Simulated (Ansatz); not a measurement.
# FeCo: a stretch of c alone

An exercise on one series of results from a longer session: the logs are not shown, and one member is left open.

Computed with Ansatz 0.2.0 (DFT PBE, scalar-relativistic, plane waves, PAW, unless a step's input says otherwise).

2 further runs of the same task are left out: 2 set aside as unsound or not needed.

### Starting point

It takes space group Pm-3m (No. 221, cubic). The conventional cell has a = 2.845 Å, b = 2.845 Å, c = 2.845 Å, α = 90.00°, β = 90.00°, γ = 90.00°. Fe (site symmetry m-3m) has 8 Co at 2.46 Å as nearest neighbours. Around Co (site symmetry m-3m) lie 8 Fe at 2.46 Å.

As a file:

```
Fe Co
1.0
     2.84491    0.00000    0.00000
     0.00000    2.84491    0.00000
     0.00000    0.00000    2.84491
Fe Co
1 1
Direct
  0.00000 0.00000 0.00000
  0.50000 0.50000 0.50000
```

It goes back to an entry of the Materials Project, which need not be the stable form.

This cell was relaxed beforehand with the same method: volume 11.51 Å³/atom, gap on the mesh none (metal), site moments up to 2.8 μB.

The unstrained cell was computed beforehand with the same settings: E(σ→0) = -9606.7695 eV for 2 atoms, gap none (metal).

Set-up of the first run:

input.yaml reads:

```yaml
crystal:
  lattice:
    - [2.8449098726, 0.0, 0.0]
    - [0.0, 2.8449098726, 0.0]
    - [0.0, 0.0, 2.8164607739]
  atoms:
    - { symbol: Fe, position: [0.0, 0.0, 0.0], spin: 3.09 }
    - { symbol: Co, position: [0.5, 0.5, 0.5], spin: 2.02 }
basis:
  ecutwfc: 420
kpoints:
  mp_grid: { grid: [14, 14, 14] }
hamiltonian:
  xc: pbe
scf:
  occupations: { method: gaussian, width: 0.1 }
output:
  forces: true
  stress: true
  eigenvalues: true
  populations: true
magnetization:
  spin_polarized: true
```

Launch:

```console
> ansatz run input.yaml --threads 1 --pin off --max-ram 1331MiB --backend cpu --events-out ev --progress --plain --runs-dir out
```

Among the steps run: Strain -1.0 %; At +1.0 %; Strain -2.0 %; At +2.0 %; Strain -3.0 %; At +3.0 %.

One of the session's tables, all rows but one given; the rest of the session is left out.

Lengths are those of the vectors of the cell that was run; stresses in GPa:

```
strain (%)  ΔE (meV/atom)  c (Å)  moment (μB/cell)
      -3.0            9.8  2.760              4.51
      -2.0            4.3  2.788              4.52
      -1.0            1.0  2.816              4.53
      +0.0            0.0  2.845              4.54
      +1.0              ?      ?                 ?
      +2.0            3.7  2.902              4.56
      +3.0            8.0  2.930              4.57
```

**Question.** Estimate the row for strain (%) = +1.0.

Worked estimate for «ΔE (meV/atom)». A straight line through the neighbours (0.0, 0.0) and (2.0, 3.7) gives 0.0 + (3.7 − 0.0) × (1.0 − 0.0) / (2.0 − 0.0) = 1.9; a parabola fitted to 4 rows on both sides gives 1.0.

As computed: ΔE (meV/atom): 1.0; c (Å): 2.873; moment (μB/cell): 4.55. In «ΔE (meV/atom)» the line misses by +0.9 and the parabola by 0.0.

ΔE is over the unstrained cell. Stress in GPa, positive in compression, on the Cartesian axes of the input. 
